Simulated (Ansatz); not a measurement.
## CuCl2 under changes of volume

One of the cells (29.413 Å³/atom); the others are scaled copies at fixed shape and fractional positions:

```
CELL_PARAMETERS angstrom
4.52065 0.00000 0.00000
0.00000 4.52065 0.00000
0.00000 0.00000 4.31771
ATOMIC_POSITIONS crystal
Cu 0.00000 0.00000 0.00000
Cl 0.00000 0.50000 0.00000
Cl 0.50000 0.00000 0.00000
```

Measurements of this composition are mostly on another form, of space group No. 12.

- Program: Ansatz 0.2.0
- Functional: LDA
- Potentials or basis: Ansatz PAW
- Cutoff: 420 eV (not typed: the program's choice for these potentials)
- k mesh: 6 × 6 × 6
- Occupations: fermi-dirac, width 0.05 eV
- Spin: no spin polarisation

```tsv
volume (Å³/atom)	energy over the lowest point (meV/atom)	pressure (GPa)
27.648	0.00	-1.2
28.236	6.07	-2.0
28.824	14.87	-2.7
29.413	26.07	-3.3
30.001	39.38	-3.9
30.589	54.53	-4.3
31.177	?	?
```

**Question.** What does the run at 31.177 Å³/atom give?

**Answer.** Energy over the lowest point 71.29 meV/atom; pressure -4.7 GPa.

Worked out: A Birch-Murnaghan fit of order 3 (a polynomial in V^(-2/3)) to the other rows has its minimum at 26.85 Å³/atom, just outside them, with B0 = V·E''(V) = 46 GPa and B' = 4.8 at fixed shape and positions, which overstates the stiffness. It gives 71.31 meV/atom at 31.177 Å³/atom, against the run's 71.29, and -dE/dV = -4.8 GPa, against -4.7.

Energies are extrapolated to zero smearing.

Caveats: an odd number of electrons without spin polarisation forces a metal; a magnetic or distorted state may lie lower; the run has no spin polarisation, though such a crystal can be magnetic; the PAW data sets come from PBE, with cores solved anew for the run's functional, which leaves a small shift of forces and pressure.
